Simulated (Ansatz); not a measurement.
## Bands of Sc

```
Sc
1.0
    -1.83873    1.83873    1.83873
     1.83873   -1.83873    1.83873
     1.83873    1.83873   -1.83873
Sc
1
Direct
  0.00000 0.00000 0.00000
```

The cell was built from the bcc type and relaxed in the same program, and has space group Im-3m; it needn't be a known or the stable phase.

Spin polarisation is left out, and whether a magnetic state lies lower isn't shown here.

Method: DFT, PBE, all-electron LAPW, scalar-relativistic in Ansatz 0.2.0.

Sampling and basis: a Γ-centred 13×13×13 k mesh, Fermi–Dirac smearing of 0.05 eV, basis error target 1 meV/atom, no spin polarisation.

Points in fractions of the reciprocal vectors of this cell: Γ (0, 0, 0), H (0.5, -0.5, 0.5), N (0, 0, 0.5), P (0.25, 0.25, 0.25). The path joins them by straight lines in the order Γ–H–N–Γ–P–H–P–N; legs that retrace an earlier one aren't tabulated. Energies are in eV from the Fermi level.

Problem. Metal or insulator at this level of theory?

Solution. No gap opens: metallic or semimetallic.

Problem. Tabulate bands 2 to 8, counted from the lowest band of the run, along the path.

Solution. 
```
k (1/Å)  point  band 2  band 3  band 4  band 5  band 6  band 7  band 8
   0.00      Γ  -28.03  -28.03  -28.03   -5.22    1.44    1.44    1.44
   0.43         -28.10  -28.06  -28.06   -4.42    1.36    1.36    1.75
   0.85         -28.23  -28.16  -28.16   -2.46    0.55    1.57    1.57
   1.28         -28.29  -28.25  -28.25   -1.15   -0.73    2.58    2.58
   1.71      H  -28.29  -28.29  -28.29   -1.21   -1.21    3.82    3.82
   2.01         -28.31  -28.27  -28.26   -1.05   -1.02    2.83    2.89
   2.31         -28.35  -28.22  -28.16   -0.90   -0.60    1.51    1.93
   2.61         -28.39  -28.17  -28.07   -1.44    0.03    0.60    2.34
   2.92      N  -28.41  -28.15  -28.03   -1.77    0.28    0.43    2.80
   3.22         -28.35  -28.13  -28.03   -2.36    0.38    0.43    2.76
   3.52         -28.22  -28.09  -28.03   -3.70    0.81    0.83    2.55
   3.82         -28.08  -28.05  -28.03   -4.81    1.24    1.33    1.74
   4.12      Γ  -28.03  -28.03  -28.03   -5.22    1.44    1.44    1.44
   4.49         -28.12  -28.04  -28.04   -4.61    1.16    1.16    1.95
   4.86         -28.28  -28.07  -28.07   -3.01    0.45    0.45    2.86
   5.23         -28.32  -28.14  -28.14   -1.09   -0.09   -0.09    3.08
   5.60      P  -28.21  -28.21  -28.21   -0.23   -0.23   -0.23    3.17
   5.97         -28.28  -28.28  -28.09   -0.42   -0.22   -0.22    3.07
   6.34         -28.30  -28.30  -28.10   -0.45   -0.45    0.21    2.98
   6.71         -28.30  -28.30  -28.22   -0.95   -0.95    2.09    3.39
   7.08      H  -28.29  -28.29  -28.29   -1.21   -1.21    3.82    3.82
   8.56      P  -28.21  -28.21  -28.21   -0.23   -0.23   -0.23    3.17
   8.78         -28.29  -28.21  -28.14   -0.51   -0.16   -0.16    3.12
   8.99         -28.35  -28.18  -28.08   -1.09    0.02    0.05    2.98
   9.20         -28.39  -28.16  -28.04   -1.58    0.20    0.30    2.85
   9.42      N  -28.41  -28.15  -28.03   -1.77    0.28    0.43    2.80
```
